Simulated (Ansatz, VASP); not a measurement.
W in VASP and in Ansatz

POSCAR

```
W
1.0
    0.0000000000      2.0300000000      2.0300000000
    2.0300000000      0.0000000000      2.0300000000
    2.0300000000      2.0300000000      0.0000000000
W
1
Direct
    0.0000000000      0.0000000000      0.0000000000
```

INCAR.step1

```
SYSTEM = W
PREC     = Accurate       ! precision mode
ENCUT    = 520            ! plane-wave cutoff, eV
ISMEAR   = -1             ! smearing method
SIGMA    = 0.05           ! smearing width, eV
LREAL    = .False.        ! projectors in reciprocal space
LASPH    = .True.         ! aspherical terms in the spheres
NELM     = 80             ! most SCF steps
NBANDS   = 13             ! bands
GGA      = PE             ! functional
ALGO     = Normal         ! electronic algorithm
EDIFF    = 1E-4           ! SCF threshold, eV
LWAVE    = .True.         ! write WAVECAR
LCHARG   = .False.        ! write CHGCAR
```

Contents of INCAR.step2:

```
SYSTEM = W
PREC     = Accurate       ! precision mode
ENCUT    = 520            ! plane-wave cutoff, eV
EDIFF    = 1E-6           ! SCF threshold, eV
ISMEAR   = -1             ! smearing method
SIGMA    = 0.05           ! smearing width, eV
LREAL    = .False.        ! projectors in reciprocal space
LASPH    = .True.         ! aspherical terms in the spheres
NELM     = 80             ! most SCF steps
ALGO     = Normal         ! electronic algorithm
ISIF     = 2              ! what is computed and relaxed
LWAVE    = .False.        ! write WAVECAR
LCHARG   = .False.        ! write CHGCAR
METAGGA  = R2SCAN         ! meta-GGA
LMIXTAU  = .True.       
NBANDS   = 13             ! bands
ISTART   = 1
```

File KPOINTS:

```
Automatic mesh
0
Gamma
  11 11 11
  0 0 0
```

input.yaml

```yaml
crystal:
  lattice:
    - [0.0, 2.03, 2.03]
    - [2.03, 0.0, 2.03]
    - [2.03, 2.03, 0.0]
  atoms:
    - { symbol: W, position: [0.0, 0.0, 0.0] }
hamiltonian:
  xc: r2scan
  pseudopotentials: { kind: paw }
kpoints:
  mp_grid: { grid: [11, 11, 11] }
  band_path:
    path:
      - [[0.0, 0.0, 0.0], [0.5, 0.0, 0.5], [0.5, 0.25, 0.75], [0.375, 0.375, 0.75], [0.0, 0.0, 0.0], [0.5, 0.5, 0.5], [0.625, 0.25, 0.625], [0.5, 0.25, 0.75], [0.5, 0.5, 0.5], [0.375, 0.375, 0.75]]
      - [[0.625, 0.25, 0.625], [0.5, 0.0, 0.5]]
    npoints: 14
scf:
  occupations: { method: fermi_dirac, width: 0.05 }
  n_extra_bands: 6
output:
  forces: true
  stress: true
  eigenvalues: true
  fatbands: true
```

This isn't the form of W at room conditions, which is bcc.

Alike in both runs: functional r2SCAN; k mesh 11 × 11 × 11; occupations fermi-dirac, width 0.05 eV; no spin polarisation.

|  | VASP | Ansatz |
| --- | --- | --- |
| version | VASP 6.6.1 | Ansatz 0.2.0 |
| potentials or method | VASP PAW PBE potentials, release 64 (W_sv) | Ansatz PAW |
| plane-wave cutoff (eV) | 520 | 500 |
| valence electrons in the cell | 14 | 14 |
| task | single point | band structure |

Ansatz gave:

- gap on the k mesh at the Fermi level (eV): none
- pressure (GPa): -9.4

Task: Estimate VASP's values.

Result: gap on the k mesh at the Fermi level (eV): none; pressure (GPa): -8.4.

A gap of «none» marks a metal or a gap that the smearing closes.

Caveats: the PAW data sets were made with another functional, which shifts forces and pressure a little (VASP); spin-orbit coupling is left out, which moves the levels of the heavy elements (Ansatz); the PAW data sets come from PBE, with cores solved anew for the run's functional, which leaves a small shift of forces and pressure (Ansatz). Spin-orbit coupling is left out, which matters for the levels of W.
